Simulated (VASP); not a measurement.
# BaTiO3 (P4mm) in VASP: settings compared, part 2 of 2

VASP 6.6.1. Earlier steps stand in the parts before.

### Step 3. Relaxation of cell and atoms, PBE

This run uses another cell than the first one, of 12.86 Å³/atom, 0.996 times its volume.

INCAR reads:

```
  ALGO = Normal
  EDIFF = 1E-6
  EDIFFG = -0.01
  ENCUT = 600
  GGA = PE
  IBRION = 2
  ISIF = 3
  ISMEAR = 0
  KPAR = 2
  LASPH = True
  LCHARG = False
  LREAL = False
  LWAVE = False
  NELM = 80
  NSW = 90
  PREC = Accurate
  SIGMA = 0.03
```

KPOINTS reads:

```
k-points
0
Gamma
  8 8 8
```

POSCAR reads:

```
BaTiO3
1.0
    3.9998000000      0.0000000000      0.0000000000
    0.0000000000      3.9998000000      0.0000000000
    0.0000000000      0.0000000000      4.0180000000
Ba Ti O
1 1 3
Direct
    0.0000000000      0.0000000000      0.0000000000
    0.5000000000      0.5000000000      0.4900000000
    0.5000000000      0.5000000000      0.0190000000
    0.5000000000      0.0000000000      0.5170000000
    0.0000000000      0.5000000000      0.5170000000
```

Potentials or basis: VASP PAW PBE potentials, release 64 (Ba_sv, Ti_sv, O).

Command:

```
$ cat potpaw_PBE.64/Ba_sv/POTCAR potpaw_PBE.64/Ti_sv/POTCAR potpaw_PBE.64/O/POTCAR > POTCAR
$ mpirun -np 2 vasp_std > vasp.out
```

OUTCAR:

```text
EDIFF = 1E-6
   EDIFFG = -0.01
   ENCUT = 600
   GGA = PE
   IBRION = 2
   ISIF = 3
   ISMEAR = 0
   LASPH = True
   LREAL = False
   NELM = 80
   NSW = 90
   PREC = Accurate

 ion  position               nearest neighbor table
   1  0.000  0.000  0.000-   4 2.79   5 2.79   5 2.79   4 2.79   3 2.83   3 2.83   3 2.83   3 2.83
                             4 2.88   5 2.88   5 2.88   4 2.88   2 3.45   2 3.45   2 3.45   2 3.45
   2  0.500  0.500  0.490-   3 1.89   4 2.00   5 2.00   4 2.00   5 2.00   3 2.13   1 3.45   1 3.45
                             1 3.45   1 3.45   1 3.49   1 3.49   1 3.49   1 3.49
   3  0.500  0.500  0.019-   2 1.89   2 2.13   1 2.83   1 2.83   1 2.83   1 2.83
   4  0.500  0.000  0.517-   2 2.00   2 2.00   1 2.79   1 2.79   1 2.88   1 2.88
   5  0.000  0.500  0.517-   2 2.00   2 2.00   1 2.79   1 2.79   1 2.88   1 2.88

  LATTYP: Found a simple tetragonal cell.
 ALAT       =     3.9998000000
 C/A-ratio  =     1.0045502275

  Lattice vectors:

 A1 = (   3.9998000000,   0.0000000000,   0.0000000000)
 A2 = (   0.0000000000,   3.9998000000,   0.0000000000)
 A3 = (   0.0000000000,   0.0000000000,   4.0180000000)

Analysis of symmetry for initial positions (statically):
=====================================================================
 Subroutine PRICEL returns:
 Original cell was already a primitive cell.

 Routine SETGRP: Setting up the symmetry group for a
 simple tetragonal supercell.

 Subroutine GETGRP returns: Found  8 space group operations
[... 285 lines left out ...]
  free  energy   TOTEN  =       -40.0132779912 eV

  energy  without entropy=      -40.0132779912  energy(sigma->0) =      -40.01327799

[... ionic steps 4 to 17 ...]

--------------------------------------- Ionic step       18  -------------------------------------------

 number of electron      39.9999994 magnetization

------------------------ aborting loop because EDIFF is reached ----------------------------------------
[... 73 lines left out ...]
--------------------------------------- Ionic step       20  -------------------------------------------

 number of electron      39.9999994 magnetization

 Free energy of the ion-electron system (eV)
  ---------------------------------------------------
  ext. energy  EPLUGINS =         0.00000000
  ---------------------------------------------------
  free energy    TOTEN  =       -40.04561796 eV

  energy without entropy =      -40.04561796  energy(sigma->0) =      -40.04561796

 E-fermi :   3.9639     XC(G=0): -10.9653

 val. band max:        3.6789864799   @ k =   0.5000   0.5000   0.5000
 cond. band min:       5.4457720209   @ k =   0.0000   0.0000   0.0000
 fundamental gap:      1.7667855410
 Fermi energy:         3.9639324240

 k-point     1 :       0.0000    0.0000    0.0000
  band No.  band energies     occupation
      1     -53.0138      2.00000
      2     -29.3475      2.00000
      3     -29.2065      2.00000
      4     -29.2065      2.00000
      5     -21.5607      2.00000
      6     -13.3256      2.00000
[... 637 lines left out ...]
     23       7.1740      0.00000
     24       8.1580      0.00000

 [... further k-points ...]
[... 5 lines left out ...]
  --------------------------------------------------------------------------------------
  -------------------------------------------------------------------------------------
  Total       -0.0214236     -0.0214236     -0.0007990      0.0000000      0.0000000      0.0000000
  in kB       -0.5087765     -0.5087765     -0.0189754      0.0000000      0.0000000      0.0000000
  external PRESSURE =      -0.3455095 kB  Pullay stress =       0.0000000 kB
[... 20 lines left out ...]
  FREE ENERGIE OF THE ION-ELECTRON SYSTEM (eV)
  ---------------------------------------------------
  free  energy   TOTEN  =       -40.0456179567 eV

  energy  without entropy=      -40.0456179567  energy(sigma->0) =      -40.04561796

 reached required accuracy - stopping structural energy minimisation
```

It took 9.9 min on 2 MPI ranks of Intel Xeon Platinum 8259CL at 2.50GHz (Skylake/Cascade Lake), shared host; peak memory 0.29 GiB.

What came out:

- Free energy: -40.0456 eV
- Relaxed volume: 13.49 Å³/atom
- Relaxed cell: a = 3.996 Å, b = 3.996 Å, c = 4.224 Å, α = 90.00°, β = 90.00°, γ = 90.00°
- Space group after relaxing (to 0.05 Å): P4mm (No. 99)
- Energy gained by relaxing: 11.3 meV/atom
- Ionic steps: 20
- Pressure after relaxing: 0.0 GPa
- Largest force after relaxing: 0.009 eV/Å
- Band gap on the k mesh: 1.77 eV, indirect (least direct gap 2.34 eV)

Forces on the atoms (eV/Å):
```
Ba   0.000  0.000 -0.009
Ti   0.000  0.000  0.007
O    0.000  0.000 -0.008
O    0.000  0.000  0.005
O    0.000  0.000  0.005
```

Step by step:
```csv
step,energy change (eV),largest force (eV/Å),pressure (GPa),volume (Å³)
1,0.0000,0.2772,4.06,64.28
2,-0.0132,0.4553,-3.17,67.36
3,-0.0242,0.3758,-0.43,66.09
4,-0.0337,0.2276,-0.16,66.19
5,-0.0399,0.1473,0.49,66.37
6,-0.0452,0.1456,0.15,66.73
7,-0.0481,0.1981,-0.48,67.67
8,-0.0487,0.1743,-0.37,67.41
9,-0.0528,0.1364,-0.09,67.19
10,-0.0531,0.1214,0.01,67.11
11,-0.0549,0.0851,0.37,67.02
12,-0.0552,0.0657,0.56,66.97
13,-0.0558,0.0749,-0.31,67.38
14,-0.0560,0.0514,-0.05,67.26
15,-0.0562,0.0327,-0.02,67.27
16,-0.0563,0.0356,0.01,67.29
17,-0.0564,0.0143,0.07,67.31
18,-0.0564,0.0345,0.15,67.34
19,-0.0565,0.0278,0.13,67.37
20,-0.0565,0.0094,-0.03,67.46
```

Final structure:
```
Ba Ti O
1.0
     3.99624    0.00000    0.00000
     0.00000    3.99624    0.00000
     0.00000    0.00000    4.22448
Ba Ti O
1 1 3
Direct
  0.00000 0.00000 0.99076
  0.50000 0.50000 0.47155
  0.50000 0.50000 0.04188
  0.50000 0.00000 0.51940
  0.00000 0.50000 0.51940
```

Levels at points of the mesh, in eV from the valence-band top:
```csv
k point,band 18,band 19,band 20,band 21,band 22,band 23
"(0.00, 0.00, 0.00)",-0.97,-0.58,-0.58,1.77,2.41,2.41
"(0.50, 0.00, 0.00)",-1.71,-1.60,-1.37,2.48,3.37,3.48
"(0.50, 0.50, 0.00)",-1.18,-1.18,-0.06,3.52,3.52,3.85
"(0.00, 0.00, 0.50)",-1.98,-0.74,-0.74,1.88,3.37,3.37
"(0.50, 0.00, 0.50)",-1.20,-1.11,-0.54,3.39,3.42,3.65
"(0.50, 0.50, 0.50)",-0.48,-0.48,0.00,3.89,3.89,4.00
```

Caveat: spin-orbit coupling is left out, which moves the levels of the heavy elements.

### Step 4. Relaxation of cell and atoms, PBE

This run uses another cell than the first one, of 13.49 Å³/atom, 1.045 times its volume.

INCAR, as its differences from that of step 3:

```diff
@@ -1,4 +1,4 @@
   ALGO = Normal
-  EDIFF = 1E-6
-  EDIFFG = -0.01
+  EDIFF = 1E-7
+  EDIFFG = -0.005
   ENCUT = 600
```

KPOINTS is that of step 3.

POSCAR reads:

```
BaTiO3                                  
1.0
    3.9962396300      0.0000000000      0.0000000000
    0.0000000000      3.9962396300      0.0000000000
    0.0000000000      0.0000000000      4.2244769266
  Ba              Ti              O             
     1     1     3
Direct
     0.0000000000000000    0.0000000000000000    0.9907624776433921
     0.5000000000000000    0.5000000000000000    0.4715534301820054
     0.5000000000000000    0.5000000000000000    0.0418836306107260
     0.5000000000000000    0.0000000000000000    0.5194002307819415
     0.0000000000000000    0.5000000000000000    0.5194002307819415
```

Command:

```
$ cat potpaw_PBE.64/Ba_sv/POTCAR potpaw_PBE.64/Ti_sv/POTCAR potpaw_PBE.64/O/POTCAR > POTCAR
$ mpirun -np 2 vasp_std > vasp.out
```

Wall time 2.8 min (2 MPI ranks of Intel Xeon Platinum 8259CL at 2.50GHz (Skylake/Cascade Lake), shared host); peak memory 0.3 GiB.

Results (log left out):

* Free energy: -40.0517 eV
* Relaxed volume: 13.48 Å³/atom
* Relaxed cell: a = 3.995 Å, b = 3.995 Å, c = 4.223 Å, α = 90.00°, β = 90.00°, γ = 90.00°
* Space group after relaxing (to 0.05 Å): P4mm (No. 99)
* Energy gained by relaxing: 0.0 meV/atom
* Ionic steps: 4
* Pressure after relaxing: 0.0 GPa
* Band gap on the k mesh: 1.77 eV, indirect (least direct gap 2.34 eV)

Forces on the atoms (eV/Å):
```
Ba   0.000  0.000 -0.002
Ti   0.000  0.000 -0.002
O    0.000  0.000  0.001
O    0.000  0.000  0.002
O    0.000  0.000  0.002
```

Stress tensor (GPa, compression positive):
```
 0.04  0.00  0.00
 0.00  0.04  0.00
 0.00  0.00 -0.05
```

Final structure:
```
CELL_PARAMETERS angstrom
3.99517 0.00000 0.00000
0.00000 3.99517 0.00000
0.00000 0.00000 4.22270
ATOMIC_POSITIONS crystal
Ba 0.00000 0.00000 0.99059
Ti 0.50000 0.50000 0.47172
O 0.50000 0.50000 0.04169
O 0.50000 0.00000 0.51950
O 0.00000 0.50000 0.51950
```

Levels at points of the mesh, in eV from the valence-band top:
```tsv
k point	band 18	band 19	band 20	band 21	band 22	band 23
(0.00, 0.00, 0.00)	-0.96	-0.57	-0.57	1.77	2.41	2.41
(0.50, 0.00, 0.00)	-1.71	-1.60	-1.36	2.48	3.38	3.48
(0.50, 0.50, 0.00)	-1.18	-1.18	-0.06	3.52	3.52	3.85
(0.00, 0.00, 0.50)	-1.98	-0.74	-0.74	1.89	3.38	3.38
(0.50, 0.00, 0.50)	-1.20	-1.11	-0.54	3.39	3.42	3.65
(0.50, 0.50, 0.50)	-0.48	-0.48	0.00	3.89	3.89	4.01
```

Caveat: spin-orbit coupling is left out, which moves the levels of the heavy elements. A k mesh can miss the band edges.
